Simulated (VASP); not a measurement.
Set up this calculation in VASP 6.6.1, as the native input.

```yaml
Task: relaxation of cell and atoms
Functional: PBE
Potentials_or_basis: VASP PAW PBE potentials, release 64 (Cd)
Cutoff: 600 eV
k_mesh: 10 × 10 × 10
Occupations: fermi-dirac, width 0.05 eV
Spin: no spin polarisation
Target_pressure: 30 GPa
Further_INCAR_settings: ALGO = Normal; EDIFF = 1e-06; IBRION = 2; EDIFFG = -0.02; NSW = 40; ISIF = 3
Target_pressure: 30 GPa
```

The structure of Cd lies in POSCAR:

```
Cd
1.0
   -1.7843220000      1.7843220000      1.7843220000
    1.7843220000     -1.7843220000      1.7843220000
    1.7843220000      1.7843220000     -1.7843220000
Cd
1
Direct
    0.0000000000      0.0000000000      0.0000000000
```

This isn't the form of Cd at room conditions, which is hcp.

One way to write it, as run:

INCAR

```
SYSTEM = Cd
  PREC = Accurate
  ENCUT = 600
  EDIFF = 1E-6
  ISMEAR = -1
  SIGMA = 0.05
  LREAL = .FALSE.
  LASPH = .TRUE.
  NELM = 100
  ALGO = Normal
  ISIF = 3
  LWAVE = .FALSE.
  LCHARG = .FALSE.
  GGA = PE
  IBRION = 2
  NSW = 40
  EDIFFG = -0.02
  PSTRESS = 300
```

KPOINTS

```
regular mesh
0
G
  10 10 10
  0 0 0
```

Potentials or basis: VASP PAW PBE potentials, release 64 (Cd).

Command:

```console
$ cat potpaw_PBE.64/Cd/POTCAR > POTCAR
$ mpirun -np 1 vasp_std > vasp.out
```

Results of the run:

The relaxed volume is 17.16 Å³/atom and the relaxed cell is a = 2.814 Å, b = 2.814 Å, c = 2.814 Å, α = 109.47°, β = 109.47°, γ = 109.47°. The space group after relaxing (to 0.05 Å) is Im-3m (No. 229). The energy change on relaxing (the enthalpy is what falls) is +405.2 meV/atom. The ionic steps are 5 and the pressure after relaxing is 30.0 GPa. The band gap on the k mesh is none (metal or under the smearing width).

Caveat: the cell is relaxed towards a set pressure, so the enthalpy falls and the energy may rise; the volume moved by over 15 % at a fixed basis, so the end points are rough.

Run time: 44 s on 1 thread of Intel(R) Xeon(R) Platinum 8259CL CPU @ 2.50GHz (Skylake/Cascade Lake), with other jobs on the host, peak memory 0.17 GiB.
